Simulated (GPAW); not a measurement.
A run of GPAW 26.7.0 is set up as follows.

run.py

```python
import json
import numpy as np
from ase import Atoms
from ase.dft.bandgap import bandgap
from ase.io import write
from gpaw import GPAW, PW
from gpaw.response.g0w0 import G0W0

atoms = Atoms(['S', 'Mg'],
              cell=[[0.0, 2.60165, 2.60165],
                    [2.60165, 0.0, 2.60165],
                    [2.60165, 2.60165, 0.0]],
              scaled_positions=[[0.5, 0.5, 0.5],
                                [0.0, 0.0, 0.0]],
              pbc=True)

calc = GPAW(mode=PW(600),
            xc='PBE',
            kpts={'size': (4, 4, 4), 'gamma': True},
            occupations={'name': 'fermi-dirac', 'width': 0.001},
            nbands=16,
            convergence={'density': 1e-06},
            maxiter=150,
            txt='gpaw.txt')
atoms.calc = calc
energy = atoms.get_potential_energy()
calc.write('gs.gpw')
write('result.traj', atoms)
print(f'Energy: {energy:.6f} eV')
print('Fermi level:', round(calc.get_fermi_level(), 4), 'eV')
print(f'Gap: {bandgap(calc)[0]:.4f} eV, direct: {bandgap(calc, direct=True)[0]:.4f} eV')

calc.diagonalize_full_hamiltonian(nbands=150)
calc.write('full.gpw', mode='all')

ibz = calc.get_ibz_k_points()
gap, vbm, cbm = bandgap(calc, output=None)
gap, direct, _ = bandgap(calc, direct=True, output=None)
gamma = int(np.abs(ibz).sum(1).argmin())
kpts = sorted({gamma, vbm[1], cbm[1], direct[1]})
gw = G0W0(calc='full.gpw',
          filename='gw',
          ecut=150,
          ecut_extrapolation=True,
          relbands=(-2, 2),
          kpts=kpts,
          integrate_gamma='WS',
          ppa=True)
gw.calculate()
results = {mode: {key: np.asarray(r[key]).tolist() for key in ['f', 'eps', 'vxc', 'exx', 'sigma', 'Z', 'qp', 'sigma_eskn']}
           for mode, r in gw.all_results.items()}
json.dump({'kpts': ibz[kpts].tolist(), 'results': results}, open('gw.json', 'w'))
for mode, r in results.items():
    f, qp = np.array(r['f']), np.array(r['qp'])
    print(mode, 'quasiparticle energies (eV):')
    print(qp.round(3))
    print(mode, 'gap:', round(qp[f < 0.5].min() - qp[f > 0.5].max(), 4), 'eV')
```

Potentials or basis: GPAW PAW data sets (gpaw-data 1.2.1), pw.

The run is started by

```console
$ OMP_NUM_THREADS=1 python run.py
```

**Question.** Estimate the quasiparticle gap.

**Answer.** 4.32 eV.

**Question.** Predict the least direct quasiparticle gap.

**Answer.** 5.17 eV.

**Question.** What does it give for the band gap on the k mesh, mean-field level?

**Answer.** 2.77 eV, indirect (least direct gap 3.71 eV).

Caveat: the k mesh is coarse (spacing up to 0.52 Å⁻¹), so the values aren't converged; the quasiparticle gap is taken among the few k points that were corrected; the long-wavelength limit can be off by a per cent or two. A k mesh can miss the band edges.
